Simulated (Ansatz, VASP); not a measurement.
NaI in VASP and in Ansatz

File POSCAR:

```
NaI
1.0
    0.0000000000      3.5431916794      3.5431916794
    3.5431916794      0.0000000000      3.5431916794
    3.5431916794      3.5431916794      0.0000000000
Na I
1 1
Direct
    0.0000000000      0.0000000000      0.0000000000
    0.2500000000      0.2500000000      0.2500000000
```

INCAR.step1

```
SYSTEM = NaI
PREC = Accurate
ENCUT = 520
ISMEAR = 0
SIGMA = 0.01
LREAL = .FALSE.
LASPH = .TRUE.
NELM = 100
NBANDS = 14
GGA = PE
ALGO = Normal
EDIFF = 1E-4
LWAVE = .TRUE.
LCHARG = .FALSE.
```

The input INCAR.step2:

```
SYSTEM = NaI
PREC = Accurate
ENCUT = 520
EDIFF = 1E-6
ISMEAR = 0
SIGMA = 0.01
LREAL = .FALSE.
LASPH = .TRUE.
NELM = 100
ALGO = Normal
ISIF = 2
LWAVE = .FALSE.
LCHARG = .FALSE.
METAGGA = R2SCAN
LMIXTAU = .TRUE.
NBANDS = 14
ISTART = 1
```

Contents of KPOINTS:

```
Automatic mesh
0
G
  6 6 6
  0 0 0
```

Input for Ansatz:

```yaml
crystal:
  lattice:
    - [0.0, 3.5431916794, 3.5431916794]
    - [3.5431916794, 0.0, 3.5431916794]
    - [3.5431916794, 3.5431916794, 0.0]
  atoms:
    - { symbol: Na, position: [0.0, 0.0, 0.0] }
    - { symbol: I, position: [0.25, 0.25, 0.25] }
kpoints:
  mp_grid: { grid: [6, 6, 6] }
hamiltonian:
  xc: r2scan
scf:
  occupations: { method: fixed }
  n_extra_bands: 4
output:
  forces: true
  stress: true
  eigenvalues: true
```

Alike in both runs: task single point; functional r2SCAN; k mesh 6 × 6 × 6; no spin polarisation.

|  | VASP | Ansatz |
| --- | --- | --- |
| version | VASP 6.6.1 | Ansatz 0.2.0 |
| potentials or method | VASP PAW PBE potentials, release 64 (Na_pv, I) | plane waves, PAW |
| plane-wave cutoff (eV) | 520 | 500 |
| occupations | gaussian, width 0.01 eV | fixed |
| valence electrons in the cell | 14 | 26 |

|  | VASP | Ansatz | Ansatz less VASP |
| --- | --- | --- | --- |
| gap on the k mesh at the Fermi level (eV) | 4.42 | 4.42 | -0.005 |
| pressure (GPa) | -0.1 | 0.0 | +0.08 |

The two sets of potentials don't hold the same shells in valence.

Caveats: the PAW data sets were made with another functional, which shifts forces and pressure a little (VASP); spin-orbit coupling is left out, which moves the levels of the heavy elements.
